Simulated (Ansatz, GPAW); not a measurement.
# Ballistic transport through benzoquinonedithiol between two Ir chains, from relaxation to T(E), part 2 of 4

Wanted: T(E) of benzoquinonedithiol between two Ir chains at a relaxed geometry in two programs, beside the unrelaxed structure.

GPAW 26.7.0 and Ansatz 0.2.0; Ansatz plane waves; relaxation of the junction with the lead ends held; PAW set soft_1 (the session's first sound run).

So far. Step 2 (Relaxation): The relaxation lowered the energy of the cell by 2.89 eV.

## Step 3: Plane-wave reference (PBE)

A plane-wave run comes first: its basis does not favour the atoms, so it serves as the reference for the orbital bases.

This step: Ansatz plane waves; Landauer transmission by layers, zero bias; PAW set soft_1 (Ansatz 0.2.0).

input.yaml reads:

```yaml
crystal:
  lattice:
    - [11.8312079386, 0.0, 0.0]
    - [0.0, 9.0, 0.0]
    - [0.0, 0.0, 43.9189232765]
  atoms:
    - { symbol: Ir, position: [0.5, 0.5, 0.0261846128] }
    - { symbol: Ir, position: [0.5, 0.5, 0.0785538384] }
    - { symbol: Ir, position: [0.5, 0.5, 0.1309230639] }
    - { symbol: Ir, position: [0.5, 0.5, 0.1832922895] }
    - { symbol: Ir, position: [0.5, 0.5, 0.2356615151] }
    - { symbol: Ir, position: [0.5, 0.5, 0.2880307407] }
    - { symbol: Ir, position: [0.4132074904, 0.5012017055, 0.3356222259] }
    - { symbol: Ir, position: [0.4893096992, 0.5001438599, 0.3835960842] }
    - { symbol: S, position: [0.4068663444, 0.5007305254, 0.4291028208] }
    - { symbol: H, position: [0.6497241915, 0.5018057087, 0.4594536394] }
    - { symbol: C, position: [0.4698501427, 0.5006602533, 0.4667319618] }
    - { symbol: C, position: [0.5799203288, 0.5012888675, 0.4756736614] }
    - { symbol: C, position: [0.3813711473, 0.5000754393, 0.4919034644] }
    - { symbol: O, position: [0.2798649424, 0.4995148213, 0.4864184556] }
    - { symbol: O, position: [0.7200347373, 0.5020931074, 0.5135667843] }
    - { symbol: C, position: [0.6185274553, 0.5014217056, 0.5080840911] }
    - { symbol: C, position: [0.4199805472, 0.5001023376, 0.5243149181] }
    - { symbol: C, position: [0.530051143, 0.5007108691, 0.5332575302] }
    - { symbol: H, position: [0.3501820826, 0.4995419105, 0.5405363262] }
    - { symbol: S, position: [0.593002063, 0.500730235, 0.5708911328] }
    - { symbol: Ir, position: [0.5106067432, 0.5003549834, 0.6164090656] }
    - { symbol: Ir, position: [0.5867721386, 0.5009364258, 0.6643747371] }
    - { symbol: Ir, position: [0.5, 0.5, 0.7119692593] }
    - { symbol: Ir, position: [0.5, 0.5, 0.7643384849] }
    - { symbol: Ir, position: [0.5, 0.5, 0.8167077105] }
    - { symbol: Ir, position: [0.5, 0.5, 0.8690769361] }
    - { symbol: Ir, position: [0.5, 0.5, 0.9214461616] }
    - { symbol: Ir, position: [0.5, 0.5, 0.9738153872] }
kpoints:
  mp_grid: { grid: [1, 1, 2] }
hamiltonian:
  xc: pbe
  pseudopotentials: { kind: paw, azcp: { folder: soft_1 } }
scf:
  occupations: { method: fermi_dirac, width: 0.1 }
output:
  transmission:
    leads: [[0, 1]]
    e_range: [-2, 2]
    de: 0.025
    kmesh: [1, 1]
    reduced_basis: true
  write_potential: true
  write_density: true
  volumetric_format: npy
  elf: true
```

The run is started by

```sh
ansatz run input.yaml --threads 4 --pin off --max-ram 8192MiB --backend cpu --events-out ev --progress --plain --runs-dir out
```

Numbers of over 12 decimals in the logs are rounded to 6 here.

Log:

```text
[...]
Crystal: 28 atoms, lattice volume = 4676.525 Å³
Basis set: ecut = 420 eV, 91283 PW (Γ)
Bands: 194, of which v1, the nominal top of the filled ones, is band 161 counted from 1 (160 counted from 0)
Symmetry: 1 space group operations
[...]
k-points: 2
[...]
SCF iter   1: F=—  HF=-195413.157666 eV  |F-HF|=—  |Δ(HF+E_count)|=         —  Δρ=2.82e-2  dr2=5.37e1  ethr=3.10e-3  ⟨swp⟩=8.0  Hψ=1596  notcnv=0  defer=2
[...]
SCF iter  14: F=-195402.705113 eV  HF=-195402.705113 eV  |F-HF|=1.58e-7  |Δ(HF+E_count)|=   2.10e-7  Δρ=8.84e-7  dr2=5.68e-8  ethr=3.11e-11  ⟨swp⟩=16.5  Hψ=1438  notcnv=0
SCF 1 converged in 14 iterations: F = -195402.705113 eV  dr2 = 5.68e-8
[...]
transmission: 8 of 80 steps passed
transmission: 16 of 80 steps passed
[...]
transmission: 80 of 80 steps passed
WARN: The output density's exchange-correlation potential varies sharply where the density is thin. Do not read a vacuum level from v_tot or v_xc, or from such a field of the output density. On a cell that repeats whose density bears no net charge and no dipole along the vacuum's axis use v_es (v_loc + v_h of the components); under efield.dipole_correction with no amplitude use v_es + v_field, which holds any externa [...]
SCF converged after 14 iterations
Free energy (F): -195402.705113 eV
[...]
Internal energy: -195401.098558 eV  (E = F + TS)
E sigma→0 (E₀):  -195401.901835 eV
Entropy (-TS):   -1.606555 eV (-57.377 meV/atom)
Fermi energy:    -3.914685 eV
[...]
--- Band table (eV) ---
  k-point 0: bands = [... 157 lower, -4.0414, -3.9973, -3.9823, -3.9486, -3.8915, -3.8849, -3.8589, -3.8354, ... 29 higher]
  k-point 1: bands = [... 157 lower, -4.0667, -4.0028, -3.9647, -3.9538, -3.8903, -3.8838, -3.8624, -3.8094, ... 29 higher]
--- Transmission ---
  basis      : 929 plane waves across, 80 finite elements along
  points     : 1, standing for a mesh of 1 x 1
  filling    : by the input's occupations and mesh, since the crystals that have channels conduct as metals do. If one of these is a semiconductor, that mesh has misplaced its level
  energies   : 161 from -2.000000 to 2.000000 eV about the Fermi level, 0.025000 eV apart; the leads are filled to 0.000000 eV, and channels, transmission and decay are at 0.000000 eV
  crystal 0  : Ir1, at the sites [0, 1], period 2.3000 Å, over 27.60 Å; its Hamiltonian steps by up to 11.9 meV
    offset         : up to 0.0000 Å between an atom of the period and one for which it stands
    filled         : 8.5 meV over the level at which it is neutral
    channels       : 6.000000e0 a spin
    conductance    : 4.2090e14 S/m² at 300 K; may be off by some 0.0 % by where its bands' edges are placed, 1.0 % from the distance to neutral
  junction   : crystal 0 to crystal 0, 0.70 to 42.32 Å
    transmission   : 1.956112e-1 a spin
    conductance    : 1.4571e13 S/m² at 300 K (1.4540e13 on every other energy)
    error estimate : 0.2 % from the energy spacing and 0.0 % from band edges of the leads and from resonances (wavevectors taken as independent; lower de), 19.3 % from the steps of its leads' Hamiltonians or their offsets (lay more layers), 6.6 % from the distance to neutral
    resistance     : 6.6256e-2 Ω µm² beyond half of each lead's own
```

The job ended after 1.7 h (4 threads of Arm Neoverse V1, shared host; peak memory 6.8 GiB).

This step gave:

- free energy: -195402.7051 eV
- lead level: 0 eV from the Fermi level
- transmission at the Fermi level (one spin): 0.1956
- open channels of the lead at the Fermi level (one spin): 6
- step of the potential along the lead: 11.9 meV
- offset of the lead: 0 Å
- filling of the lead less its bulk value, in size: 8.5 meV
- conductance: 0.2002 G₀

One spin. The transmission, zone mean by energy, zero at the Fermi level:

energy (eV), transmission, zone mean and a bar:
```
   -2.000       0.44 #############
   -1.800       0.90 ##########################
   -1.675       1.03 ##############################
   -1.600       0.82 ########################
   -1.400       0.66 ###################
   -1.225       1.03 ##############################
   -1.200       0.97 ############################
   -1.000       0.30 #########
   -0.800       0.57 ################
   -0.600       0.89 ##########################
   -0.400       0.41 ############
   -0.200       0.26 ########
   -0.100       0.33 ##########
    0.000       0.20 ######
    0.200       0.04 #
    0.400       0.06 ##
    0.600       0.03 #
    0.800       0.02 #
    1.000       0.06 ##
    1.125       0.99 #############################
    1.200       0.11 ###
    1.400       0.01 
    1.600       0.00 
    1.800       0.00 
    2.000       0.00
```

One spin. Open channels, zone mean against energy, zero at the Fermi level:

| energy (eV) | open channels, zone mean |
| --- | --- |
| -2.000 | 3 |
| -1.900 | 4 |
| -1.800 | 4 |
| -1.700 | 4 |
| -1.600 | 4 |
| -1.500 | 4 |
| -1.400 | 6 |
| -1.300 | 6 |
| -1.200 | 6 |
| -1.100 | 6 |
| -1.000 | 6 |
| -0.900 | 6 |
| -0.800 | 6 |
| -0.700 | 6 |
| -0.600 | 6 |
| -0.500 | 6 |
| -0.400 | 6 |
| -0.300 | 6 |
| -0.200 | 6 |
| -0.100 | 6 |
| 0.000 | 6 |
| 0.100 | 4 |
| 0.200 | 4 |
| 0.300 | 4 |
| 0.400 | 4 |
| 0.500 | 4 |
| 0.600 | 4 |
| 0.700 | 4 |
| 0.800 | 4 |
| 0.900 | 4 |
| 1.000 | 3 |
| 1.100 | 3 |
| 1.200 | 3 |
| 1.300 | 3 |
| 1.400 | 3 |
| 1.500 | 3 |
| 1.600 | 3 |
| 1.700 | 3 |
| 1.800 | 3 |
| 1.900 | 3 |
| 2.000 | 3 |

Crystal 0, spin -, k parallel (0, 0); distinct values, listed up to 1.5 1/Å. Table of Im kz of the slowest decaying states by energy, zero at the Fermi level:

```csv
energy (eV),decay 1 (Å⁻¹),decay 2 (Å⁻¹),decay 3 (Å⁻¹),decay 4 (Å⁻¹)
-2.000,0.0258,0.549,0.549,1.31
-1.800,0.446,0.446,1.29,1.31
-1.600,0.301,0.302,1.27,1.29
-1.400,1.25,1.27,1.34,1.43
-1.200,1.23,1.25,1.32,1.41
-1.000,1.21,1.23,1.30,1.39
-0.800,1.19,1.21,1.28,1.37
-0.600,1.16,1.19,1.26,1.35
-0.400,1.14,1.17,1.23,1.33
-0.200,1.12,1.15,1.21,1.31
0.000,1.09,1.12,1.19,1.29
0.200,0.246,0.246,1.07,1.10
0.400,0.368,0.368,1.05,1.08
0.600,0.451,1.02,1.05,1.12
0.800,0.515,0.515,0.997,1.03
1.000,0.101,0.567,0.971,1.00
1.200,0.200,0.611,0.945,0.978
1.400,0.26,0.648,0.918,0.952
1.600,0.305,0.681,0.891,0.926
1.800,0.341,0.709,0.709,0.863
2.000,0.372,0.735,0.735,0.835
```

Crystal 0, spin -, k parallel (0, 0). Re kz of states that move upwards against energy, zero at the Fermi level:

| energy (eV) | channel 1 (Å⁻¹) | channel 2 (Å⁻¹) | channel 3 (Å⁻¹) | channel 4 (Å⁻¹) | channel 5 (Å⁻¹) | channel 6 (Å⁻¹) |
| --- | --- | --- | --- | --- | --- | --- |
| -2.000 | -0.680 | -0.679 | 0.708 | - | - | - |
| -1.800 | -0.648 | -0.647 | 0.261 | 0.724 | - | - |
| -1.600 | -0.616 | -0.615 | 0.371 | 0.741 | - | - |
| -1.400 | -0.585 | -0.584 | 0.154 | 0.154 | 0.456 | 0.759 |
| -1.200 | -0.555 | -0.554 | 0.382 | 0.383 | 0.528 | 0.777 |
| -1.000 | -0.525 | -0.524 | 0.528 | 0.528 | 0.592 | 0.796 |
| -0.800 | -0.495 | -0.494 | 0.649 | 0.652 | 0.653 | 0.817 |
| -0.600 | -0.466 | -0.465 | 0.699 | 0.769 | 0.769 | 0.842 |
| -0.400 | -0.437 | -0.436 | 0.742 | 0.871 | 0.888 | 0.888 |
| -0.200 | -0.408 | -0.407 | 0.778 | 0.908 | 1.02 | 1.02 |
| 0.000 | -0.380 | -0.379 | 0.807 | 0.952 | 1.21 | 1.21 |
| 0.200 | -0.351 | -0.350 | 0.830 | 1.00 | - | - |
| 0.400 | -0.322 | -0.321 | 0.850 | 1.06 | - | - |
| 0.600 | -0.293 | -0.291 | 0.869 | 1.13 | - | - |
| 0.800 | -0.263 | -0.262 | 0.886 | 1.22 | - | - |
| 1.000 | -0.233 | -0.231 | 0.902 | - | - | - |
| 1.200 | -0.202 | -0.200 | 0.918 | - | - | - |
| 1.400 | -0.169 | -0.168 | 0.934 | - | - | - |
| 1.600 | -0.135 | -0.134 | 0.949 | - | - | - |
| 1.800 | -0.0973 | -0.0954 | 0.964 | - | - | - |
| 2.000 | -0.0488 | -0.0461 | 0.980 | - | - | - |

The electrostatic potential energy of an electron (with the applied field's), less the Fermi level, planar mean oscillates, so the rows of the table below give means over windows of 2.2 Å about each position, cut where the curve ends. Its first 14 maxima inside the range that stand out by 2 % of the span (Å: eV): 2.3: 5.38, 4.5: 5.36, 6.9: 5.36, 9.2: 5.33, 11.6: 5.27, 13.8: 4.98, 15.8: 5.05, 18.0: 5.14, 19.8: 5.14, 22.0: 4.13, 24.2: 5.14, 25.9: 5.14, 28.1: 5.05, 30.2: 4.98. Its first 14 minima: 1.2: 3.94, 3.5: 3.94, 5.7: 3.93, 8.1: 3.91, 10.4: 3.87, 12.7: 3.79, 14.8: 3.75, 16.8: 3.83, 18.9: 4.52, 21.2: 3.82, 22.7: 3.82, 25.0: 4.52, 27.1: 3.83, 29.1: 3.75.

Table of electrostatic potential energy of an electron (with the applied field's), less the Fermi level, planar mean by z; means over each step:

```
z (Å)  electrostatic potential energy of an electron (with the applied field's), less the Fermi level, planar mean (eV)
 1.10                                                                                                              4.62
 3.30                                                                                                              4.62
 5.50                                                                                                              4.62
 7.70                                                                                                              4.61
 9.90                                                                                                              4.58
12.10                                                                                                              4.52
14.30                                                                                                              4.35
16.50                                                                                                              4.43
18.70                                                                                                              4.84
20.90                                                                                                              4.20
23.10                                                                                                              4.23
25.30                                                                                                              4.82
27.50                                                                                                              4.42
29.70                                                                                                              4.34
31.90                                                                                                              4.53
34.10                                                                                                              4.59
36.30                                                                                                              4.62
38.50                                                                                                              4.62
40.70                                                                                                              4.62
42.90                                                                                                              4.54
```

The valence density, planar mean oscillates, so the rows of the table below give means over windows of 2.2 Å about each position, cut where the curve ends. Its first 14 maxima inside the range that stand out by 2 % of the span (Å: e/Å³): 1.2: 0.137, 3.5: 0.136, 5.7: 0.137, 8.1: 0.138, 10.4: 0.137, 12.6: 0.136, 14.8: 0.137, 16.8: 0.139, 18.7: 0.0357, 21.4: 0.118, 22.5: 0.118, 25.2: 0.0357, 27.1: 0.139, 29.1: 0.137. Its first 14 minima: 2.3: 0.0212, 4.5: 0.0213, 6.9: 0.0211, 9.2: 0.0211, 11.6: 0.0216, 13.8: 0.0265, 15.8: 0.0257, 17.9: 0.0238, 19.6: 0.0279, 22.0: 0.0852, 24.3: 0.0279, 26.1: 0.0238, 28.1: 0.0258, 30.2: 0.0265.

Table of valence density, planar mean by z; means over each step:

```csv
z (Å),"valence density, planar mean (e/Å³)"
1.10,0.0716
3.30,0.0715
5.50,0.0714
7.70,0.0711
9.90,0.0706
12.10,0.0704
14.30,0.0752
16.50,0.0743
18.70,0.0310
20.90,0.0818
23.10,0.0796
25.30,0.0315
27.50,0.0749
29.70,0.0759
31.90,0.0697
34.10,0.0701
36.30,0.0707
38.50,0.0711
40.70,0.0714
42.90,0.0773
```

Valence density in the ca plane at fractional y = 0.500, with atoms of Ir and S and H and C and O within 0.2 Å of it. It is the smooth field of the valence electrons, not physical close to the nuclei.

Ten steps, logarithmic in the rise over the least value, from '0' (0.0 e/Å³) to '9' (9.3 e/Å³), each cell a mean:
```
00000000000000000000000000000000000000000000
00000000000000000000000000000000000000000000
00000000000000000000000000000000000000000000
00000000000000000000000000000000000000000000
00000000001232100000000000000000000000000000
00000000012577520000000000000000000000000000
00000011014799731011100000000111100000000000
00001343224687521233321000011234321000000000
00002466545666422355543222223688742111110111
00001356666666544554454445445899964343322233
21111356654455666555555688865799855688644678
32222456642235665444444799974566546899855899
45444566643345664211223689853222235899755799
55445556665556664210011355431111113566533466
45455434566666665310000111110000001222111222
34554213566544455310000000000000000000000000
12221124788521222100000000000000000000000000
00000024798521000000000000000000000000000000
00000012455310000000000000000000000000000000
00000000111000000000000000000000000000000000
00000000000000000000000000000000000000000000
00000000000000000000000000000000000000000000
00000000000000000000000000000000000000000000
00000000000000000000000000000000000000000000
```
Columns run along c (16.0 Å, from fractional 0.41 to 0.78 of the cell), rows up along a (11.8 Å). Atoms in or near the plane, at fractional coordinates: S at (0.43, 0.41), H at (0.46, 0.65), C at (0.47, 0.47), C at (0.48, 0.58), C at (0.49, 0.38), O at (0.49, 0.28), O at (0.51, 0.72), C at (0.51, 0.62), C at (0.52, 0.42), C at (0.53, 0.53), H at (0.54, 0.35), S at (0.57, 0.59), Ir at (0.62, 0.51), Ir at (0.66, 0.59) and more.

ELF in the ca plane at fractional y = 0.500, with atoms of Ir and S and H and C and O within 0.2 Å of it. It is the smooth field of the valence electrons, not physical close to the nuclei.

Ten even steps from '0' (0.00 × 1e-1) to '9' (9.97 × 1e-1), each cell a mean:
```
00000000000000000000000000000000000000000000
00000000000000000000000000000000000000000000
00000000000000000000000000000000000000000000
00000000000000000000000122221000000000000000
00000000000000000000001467765310000000000000
00000000000000000122001588888610023100000001
00000000000000000589720377478611577410000112
11000000111110000699982147776215899730111122
22100001123211000499996663352126877742233224
32111111233321100047742884487556302653444335
53222332245532121013654665685478636744554435
54333343355553354335787310353366667535545334
54345543455553686676226422478742134225555224
43355553345544741487579767722541001112443212
33355553343334632464356227847997200012333211
22235442223213789972026654349999600001222100
01123221111002689830377575105999700000111000
00112211000000356301688688400367400000000000
00001100000000011001578887510000000000000000
00000000000000000000234554310000000000000000
00000000000000000000000111100000000000000000
00000000000000000000000000000000000000000000
00000000000000000000000000000000000000000000
00000000000000000000000000000000000000000000
```
Columns run along c (16.0 Å, from fractional 0.30 to 0.66 of the cell), rows up along a (11.8 Å). Atoms in or near the plane, at fractional coordinates: Ir at (0.34, 0.41), Ir at (0.38, 0.49), S at (0.43, 0.41), H at (0.46, 0.65), C at (0.47, 0.47), C at (0.48, 0.58), C at (0.49, 0.38), O at (0.49, 0.28), O at (0.51, 0.72), C at (0.51, 0.62), C at (0.52, 0.42), C at (0.53, 0.53), H at (0.54, 0.35), S at (0.57, 0.59) and more.

Electrostatic potential energy in the ca plane at fractional y = 0.500, with atoms of Ir and S and H and C and O within 0.2 Å of it. With pseudopotentials it is smooth inside the atoms' cores, unlike the true potential.

Ten even steps from '0' (-61 eV) to '9' (3 eV), each cell a mean:
```
99999999999999999999999999999999999999999999
99999999999999999999999999999999999999999999
99999999999999999999999999999999999999999999
99999999999999999999999999999999999999999999
99999999999999999999999999999999999999999999
99999999999999999999999999999855899999999999
99999999999999999999999999999522599999999999
99999999999999999999999868998623799998899999
99999999999999999999999745676202799853358999
99888899999999888999999862025203777623327877
86312589999986434789999973137776203642247510
74000168888872000489999853478987202787787200
75100266323662000476557610278886447899998410
88644773000276324763224643554661027999999866
99999973000378888863323788610253246899999999
99999987434789999986557999731478854799999999
99999999888999999999999999522699988999999999
99999999999999999999999999523799999999999999
99999999999999999999999999978999999999999999
99999999999999999999999999999999999999999999
99999999999999999999999999999999999999999999
99999999999999999999999999999999999999999999
99999999999999999999999999999999999999999999
99999999999999999999999999999999999999999999
```
Columns run along c (16.0 Å, from fractional 0.26 to 0.63 of the cell; values clipped at the 3rd and 97th percentile), rows up along a (11.8 Å). Atoms in or near the plane, at fractional coordinates: Ir at (0.29, 0.50), Ir at (0.34, 0.41), Ir at (0.38, 0.49), S at (0.43, 0.41), H at (0.46, 0.65), C at (0.47, 0.47), C at (0.48, 0.58), C at (0.49, 0.38), O at (0.49, 0.28), O at (0.51, 0.72), C at (0.51, 0.62), C at (0.52, 0.42), C at (0.53, 0.53), H at (0.54, 0.35) and more.

The largest of the program's own error estimates on the conductance is 19 %. T at the Fermi level is 0.196 of 6 open channels a spin, without spin-orbit coupling, which is large for these atoms.

(Continued in part 3 of 4.)

[Logs are printed without paths, hosts, clocks, repeated set-up lines and the standing remarks that a program may print on its own settings, such as how far it seeks lower states.]

[Hosts, paths, dates, database ids (printed as entryN), source tags and the programs' standing remarks are cut or masked in the printed files.]
